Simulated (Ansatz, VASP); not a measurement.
## One calculation of Ca, two programs

```
CELL_PARAMETERS angstrom
1.98782 -3.41908 -0.01454
1.93437 3.38805 0.03362
0.03151 0.04616 6.45730
ATOMIC_POSITIONS crystal
Ca 0.82979 0.15716 0.25172
Ca 0.17186 0.83502 0.75249
```

Change from the starting cell: kmesh displaced: [6, 6, 4] Gamma-centred.

Alike in both runs: task single point; functional PBEsol; k mesh 6 × 6 × 4; occupations gaussian, width 0.1 eV; no spin polarisation.

|  | VASP | Ansatz |
| --- | --- | --- |
| version | VASP 6.6.1 | Ansatz 0.2.0 |
| potentials or method | VASP PAW PBE potentials, release 64 (Ca_sv) | scalar-relativistic, plane waves, PAW |
| plane-wave cutoff (eV) | 520 | 420 |
| valence electrons in the cell | 20 | 20 |

Ansatz gave:

| Property | Result |
| --- | --- |
| gap on the k mesh at the Fermi level (eV) | none |
| pressure (GPa) | -0.9 |
| largest component of the traceless stress (GPa) | 0.22 |
| rms of the force components (eV/Å) | 0.005 |

Task: What did VASP give for the same quantities?

Result: gap on the k mesh at the Fermi level (eV): none; pressure (GPa): -0.9; largest component of the traceless stress (GPa): 0.23; rms of the force components (eV/Å): 0.005.

Atom by atom the forces differ by 0.000 eV/Å (rms over components). A gap of «none» marks a metal or a gap that the smearing closes.

Caveats: the PAW data sets were made with another functional, which shifts forces and pressure a little (VASP).
